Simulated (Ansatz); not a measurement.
**MgO: Zn on a Mg site**

Computed with the plane-wave PAW code Ansatz (scalar-relativistic, PAW set soft_2): PBEsol, no spin polarisation, 420 eV cutoff, k-mesh 2×2×2 shifted by half a step.

The relaxed host crystal (Kohn–Sham gap 4.62 eV):

```yaml
crystal:
  lattice:
    - [0.00000, 2.10702, 2.10702]
    - [2.10702, 0.00000, 2.10702]
    - [2.10702, 2.10702, 0.00000]
  atoms:
    - { symbol: Mg, position: [0.00000, 0.00000, 0.00000] }
    - { symbol: O, position: [0.50000, 0.50000, 0.50000] }
```

Supercell of 32 atoms, rows of the matrix [[1,1,1],[1,1,-3],[-3,1,1]] times the cell vectors; Zn on a Mg site at (0.000, 0.000, 0.000) in fractions of the cell above. Atoms are relaxed at the host's cell.

Question: How does the lattice relax around the defect, and where do the electrons go?

Answer: Distances from the Zn atom (Å), by shell of the perfect crystal:

```csv
shell,perfect crystal,"relaxed, charge 0"
6 O,2.11,2.13
```

```tsv
charge	gap of the cell on the mesh (eV)	carriers
0	5.43	none in the bands
```

On this mesh the host's own supercell has a gap of 6.07 eV.

Formation energy of the neutral defect: 2.78 eV, taking atoms from and to the elements' standard states (no corrections for gases), so it belongs to those chemical potentials alone.

Caveats: semilocal functionals make gaps too small, which shifts levels too; small supercell, so energies and levels can be off by tenths of an eV; the atoms kept the symmetry of the start, so a distorted state could lie lower.

Zinc replaces magnesium as an isovalent guest: both are divalent in the oxide, so the neutral cell has no electrons or holes to place in the bands. The six neighbouring oxygens move out only slightly, from 2.11 to 2.13 Å, as expected for two cations of nearly equal size.

The electronic effect is clearer. On the same mesh the gap falls from 6.07 to 5.43 eV, probably because the Zn 4s state lies lower than Mg 3s and pulls down the conduction edge, while filled Zn 3d states push the O 2p states up. The direction agrees with the known narrowing of the MgO gap on alloying with zinc.

The formation energy of 2.78 eV largely reflects the much stronger binding of oxygen to magnesium than to zinc, since the exchange releases elemental Mg and consumes elemental Zn. It is therefore no sign of poor solubility; that would have to be judged against ZnO, where most of this cost should cancel.
